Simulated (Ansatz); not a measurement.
LaAlO3 (Pm-3m), r2SCAN with spin-orbit coupling, rigid bands (Ansatz, an electronic-structure program): N_c = 2.18e19 cm⁻³ at 300 K and an electron conductivity mass of 0.586 mₑ.

Task: For 1e17 electrons per cm³ at 300 K, place the Fermi level, estimate the Seebeck coefficient of a parabolic band with constant τ, and give mobility and conductivity for τ = 50 fs.

Result: The level lies k_BT ln(N_c/n) = 0.139 eV below the conduction-band minimum. S ≈ −(k_B/e)[ln(N_c/n) + 5/2] = -679 μV/K, against -678 μV/K from the full bands (mean over directions). μ = eτ/m = 150 cm²/(V·s) and σ = neμ = 2.40 S/cm. τ is assumed, not computed.

Band transport and this doping are assumed; polarons and phonon drag are left out.

LaAlO3 (Pm-3m): a high-temperature phase held by its symmetry.
